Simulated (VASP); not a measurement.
Sb: relaxation of cell and atoms with PBE

Sb:

```
Sb
1.0
     2.15035    1.24151    3.74067
    -2.15035    1.24151    3.74067
     0.00000   -2.48301    3.74067
Sb
2
Direct
  0.23362 0.23362 0.23362
  0.76638 0.76638 0.76638
```

- Program: VASP 6.6.1
- Task: relaxation of cell and atoms
- Functional: PBE
- Potentials or basis: VASP PAW PBE potentials, release 64 (Sb)
- Cutoff: 600 eV
- k mesh: 9 × 9 × 9
- Occupations: gaussian, width 0.02 eV
- Spin: no spin polarisation
- Further INCAR settings: ALGO = Fast; EDIFF = 1e-07; IBRION = 2; EDIFFG = -0.004; NSW = 80; ISIF = 3

The relaxed volume is 31.82 Å³/atom and the relaxed cell is a = 4.590 Å, b = 4.590 Å, c = 4.590 Å, α = 57.00°, β = 57.00°, γ = 57.00°. The space group after relaxing (to 0.05 Å) is R-3m (No. 166). The energy gained by relaxing is 17.2 meV/atom and the ionic steps are 9. The pressure after relaxing is 0.0 GPa. The band gap on the k mesh is 0.17 eV, indirect (least direct gap 0.50 eV).

Step by step:
| step | energy change (eV) | largest force (eV/Å) | pressure (GPa) | volume (Å³) |
| --- | --- | --- | --- | --- |
| 1 | 0.0000 | 0.2467 | 3.32 | 59.92 |
| 2 | -0.0178 | 0.2729 | -1.82 | 65.46 |
| 3 | -0.0332 | 0.0782 | 0.05 | 63.11 |
| 4 | -0.0337 | 0.0552 | 0.04 | 63.23 |
| 5 | -0.0342 | 0.0100 | 0.01 | 63.45 |
| 6 | -0.0343 | 0.0041 | 0.00 | 63.52 |
| 7 | -0.0344 | 0.0028 | 0.01 | 63.57 |
| 8 | -0.0345 | 0.0016 | 0.01 | 63.62 |
| 9 | -0.0345 | 0.0011 | 0.01 | 63.63 |

Final structure:
```xyz
2
Lattice="2.1900 1.2644 3.8300 -2.1900 1.2644 3.8300 0.0000 -2.5288 3.8300" Properties=species:S:1:pos:R:3 pbc="T T T"
Sb    0.0000    0.0000    2.6776
Sb    0.0000    0.0000    8.8125
```

Levels at points of the mesh, in eV from the valence-band top:
| k point | band 1 | band 2 | band 3 | band 4 | band 5 | band 6 | band 7 | band 8 | band 9 |
| --- | --- | --- | --- | --- | --- | --- | --- | --- | --- |
| (0.00, 0.00, 0.00) | -12.18 | -4.90 | -1.78 | -1.55 | -1.55 | 2.14 | 2.75 | 2.75 | 5.30 |

Wall time 3.4 min on 1 thread of Intel(R) Xeon(R) Platinum 8259CL CPU @ 2.50GHz (Skylake/Cascade Lake), with other jobs on the host, peak memory 0.24 GiB.

Caveat: spin-orbit coupling is left out, which moves the levels of the heavy elements; an odd mesh through Γ misses points on the zone boundary, where band edges often lie. PBE gaps usually lie below the measured ones, often by a third to a half.
